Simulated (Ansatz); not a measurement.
**BN (zincblende) under strain**

BN in the zincblende structure, relaxed with r2SCAN in Ansatz. Space group F-43m (No. 216), cubic; a = 3.610 Å in the conventional setting, 5.88 Å³ an atom. Around B lie 4 N at 1.56 Å; around N lie 4 B at 1.56 Å.

The axes x, y and z are those of this cell:
```xyz
2
Lattice="0.0000 1.8048 1.8048 1.8048 0.0000 1.8048 1.8048 1.8048 0.0000" Properties=species:S:1:pos:R:3 pbc="T T T"
B     0.0000    0.0000    0.0000
N     0.9024    0.9024    0.9024
```

Unstrained: With PBE the valence top lies at Γ and the conduction bottom at X, 4.477 eV higher; the smallest vertical gap, at Γ, is 8.852 eV. The r2SCAN gap is indirect, 5.003 eV (Γ to X), below the direct gap of 9.587 eV at Γ. With HSE06 the valence top lies at Γ and the conduction bottom at X, 5.794 eV higher; the smallest vertical gap, at Γ, is 10.592 eV. Meshes: PBE 12×12×12, r2SCAN 12×12×12, HSE06 8×8×8. Strains are changes of length per length. After each strain the atoms were relaxed again with r2SCAN within the symmetry that the strain leaves, so tilts or polar shifts that break it weren't tested; points keep the names that they have in the unstrained zone. Spin-unpolarised throughout; all numbers are computed.

Changes of the least gap in eV (an overlap counts as a negative gap):
```json
{"strain": "isotropic -4.0 % on every length", "volume change (%)": "-11.5", "space group": "F-43m", "PBE": "+0.122", "r2SCAN": "+0.149", "HSE06": "+0.155", "G0W0@PBE (mesh)": "+0.19", "energy rise, r2SCAN (meV/atom)": "115.4"}
{"strain": "isotropic -3.0 % on every length", "volume change (%)": "-8.7", "space group": "F-43m", "PBE": "+0.091", "r2SCAN": "+0.113", "HSE06": "+0.116", "G0W0@PBE (mesh)": "+0.14", "energy rise, r2SCAN (meV/atom)": "63.2"}
{"strain": "isotropic -2.0 % on every length", "volume change (%)": "-5.9", "space group": "F-43m", "PBE": "+0.058", "r2SCAN": "+0.076", "HSE06": "+0.076", "G0W0@PBE (mesh)": "+0.09", "energy rise, r2SCAN (meV/atom)": "27.4"}
{"strain": "isotropic -1.0 % on every length", "volume change (%)": "-3.0", "space group": "F-43m", "PBE": "+0.029", "r2SCAN": "+0.038", "HSE06": "+0.038", "G0W0@PBE (mesh)": "+0.04", "energy rise, r2SCAN (meV/atom)": "6.7"}
{"strain": "isotropic +1.0 % on every length", "volume change (%)": "+3.0", "space group": "F-43m", "PBE": "-0.034", "r2SCAN": "-0.040", "HSE06": "-0.041", "G0W0@PBE (mesh)": "-0.05", "energy rise, r2SCAN (meV/atom)": "6.3"}
{"strain": "isotropic +2.0 % on every length", "volume change (%)": "+6.1", "space group": "F-43m", "PBE": "-0.068", "r2SCAN": "-0.080", "HSE06": "-0.083", "G0W0@PBE (mesh)": "-0.11", "energy rise, r2SCAN (meV/atom)": "24.5"}
{"strain": "isotropic +3.0 % on every length", "volume change (%)": "+9.3", "space group": "F-43m", "PBE": "-0.103", "r2SCAN": "-0.121", "HSE06": "-0.126", "G0W0@PBE (mesh)": "-0.16", "energy rise, r2SCAN (meV/atom)": "53.7"}
{"strain": "isotropic +4.0 % on every length", "volume change (%)": "+12.5", "space group": "F-43m", "PBE": "-0.139", "r2SCAN": "-0.164", "HSE06": "-0.170", "G0W0@PBE (mesh)": "-0.22", "energy rise, r2SCAN (meV/atom)": "93.1"}
```
Unstrained, G0W0@PBE with 49 empty bands, a screening cutoff of 150 eV and a 6×6×6 mesh gives 6.01 eV on its mesh; the band count follows the volume. The G0W0 figures hold for the stated bands, cutoff and mesh and aren't extrapolated.

Isotropic -4.0 % on every length. HSE06: the gap goes from 5.794 to 5.949 eV (+0.155 eV). Stress change with r2SCAN, compression positive: xx +59.89, yy +59.89, zz +59.89 GPa. For HSE06, dE_g/d ln V = -1.3 eV over this step.

Isotropic -3.0 % on every length. HSE06: the gap goes from 5.794 to 5.910 eV (+0.116 eV). Stress change with r2SCAN, compression positive: xx +42.26, yy +42.26, zz +42.26 GPa. For HSE06, dE_g/d ln V = -1.3 eV over this step.

Isotropic -2.0 % on every length. HSE06: the gap goes from 5.794 to 5.870 eV (+0.076 eV). Stress change with r2SCAN, compression positive: xx +26.52, yy +26.52, zz +26.52 GPa. For HSE06, dE_g/d ln V = -1.3 eV over this step.

Isotropic -1.0 % on every length. HSE06: the gap goes from 5.794 to 5.832 eV (+0.038 eV). Stress change with r2SCAN, compression positive: xx +12.49, yy +12.49, zz +12.49 GPa. For HSE06, dE_g/d ln V = -1.3 eV over this step.

Isotropic +1.0 % on every length. HSE06: the gap goes from 5.794 to 5.753 eV (-0.041 eV). Stress change with r2SCAN, compression positive: xx -11.08, yy -11.08, zz -11.08 GPa. For HSE06, dE_g/d ln V = -1.4 eV over this step.

Isotropic +2.0 % on every length. HSE06: the gap goes from 5.794 to 5.711 eV (-0.083 eV). Stress change with r2SCAN, compression positive: xx -20.89, yy -20.89, zz -20.89 GPa. For HSE06, dE_g/d ln V = -1.4 eV over this step.

Isotropic +3.0 % on every length. HSE06: the gap goes from 5.794 to 5.668 eV (-0.126 eV). Stress change with r2SCAN, compression positive: xx -29.54, yy -29.54, zz -29.54 GPa. For HSE06, dE_g/d ln V = -1.4 eV over this step.

Isotropic +4.0 % on every length. HSE06: the gap goes from 5.794 to 5.624 eV (-0.170 eV). Stress change with r2SCAN, compression positive: xx -37.14, yy -37.14, zz -37.14 GPa. For HSE06, dE_g/d ln V = -1.4 eV over this step.

The meshes of the hybrids are coarse, so their gaps aren't converged to the digits shown.
